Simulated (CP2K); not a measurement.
The system is Be2C.

```
C Be
1.0
     3.06177    0.00000    0.00000
     1.53089    2.65157    0.00000
     1.53089    0.88386    2.49993
C Be
1 2
Direct
  0.00000 0.00000 0.00000
  0.75000 0.75000 0.75000
  0.25000 0.25000 0.25000
```

Program: CP2K 2026.2. Alike in all runs: task band structure; no spin polarisation; cell as given; k mesh 11 × 11 × 11.

Q: Order these runs on this cell by their pressure, lowest first.
A. level r2SCAN; potentials or basis POTENTIAL_UZH C GTH-SCAN-q4, Be GTH-SCAN-q4; TZVP-MOLOPT-SCAN-GTH basis; smearing fermi-dirac 0.05 eV; NGRIDS 4; points a segment of the path (NPOINTS) 10; bands added on the path 2; CUTOFF of the grids 1250 Ry
B. level PBE; potentials or basis POTENTIAL_UZH C GTH-PBE-q4, Be GTH-PBE-q4; TZVP-MOLOPT-PBE-GTH basis; smearing fermi-dirac 0.05 eV; NGRIDS 5; points a segment of the path (NPOINTS) 8; bands added on the path 4; CUTOFF of the grids 850 Ry
C. level LDA; potentials or basis GTH_POTENTIALS C GTH-PADE-q4, Be GTH-PADE-q4; TZVP-MOLOPT-PBE-GTH basis; smearing fermi-dirac 0.01 eV; NGRIDS 4; points a segment of the path (NPOINTS) 6; bands added on the path 6; CUTOFF of the grids 850 Ry

A: C (-4.0 GPa), A (2.8 GPa), B (4.3 GPa).

Caveats: the basis of atomic orbitals isn't converged, which shifts pressures, moduli and gaps.
